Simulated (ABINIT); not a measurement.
FePt (Tetraferroplatinum):

```xyz
2
Lattice="2.7235 0.0000 0.0000 0.0000 2.7235 0.0000 0.0000 0.0000 3.7200" Properties=species:S:1:pos:R:3 pbc="T T T"
Pt    1.3618    1.3618    1.8600
Fe    0.0000    0.0000    0.0000
```

Base run:

| Property | Result |
| --- | --- |
| Program | ABINIT 10.8.3 (patched build) |
| Functional | PBE |
| Potentials or basis | JTH PAW PBE v2.0 |
| Cutoff | 707 eV |
| k mesh | 8 × 8 × 6 |
| Occupations | fermi-dirac, width 0.05 eV |
| Spin | collinear spin, ferromagnetic start |
| Starting moments | [0.0, 3.0] μB |

Its results: band gap on the k mesh none (metal or under the smearing width); pressure 3.7 GPa; net moment 3.35 μB per cell; site moments Pt +0.41; Fe +2.96 μB.

Question: After a change of settings the same cell gave: band gap on the k mesh none (metal or under the smearing width); pressure 3.0 GPa; net moment 3.29 μB per cell; site moments Pt +0.39; Fe +2.92 μB. Which change was it?
A. k mesh from 8 × 8 × 6 to 6 × 6 × 4
B. functional from PBE to PBEsol; k mesh from 8 × 8 × 6 to 6 × 6 × 4
C. functional from PBE to PBEsol
D. functional from PBE to PBEsol; k mesh from 8 × 8 × 6 to 4 × 4 × 3

Answer: A.

Caveats: some runs use coarse meshes.

Not every run made on this cell is shown here.
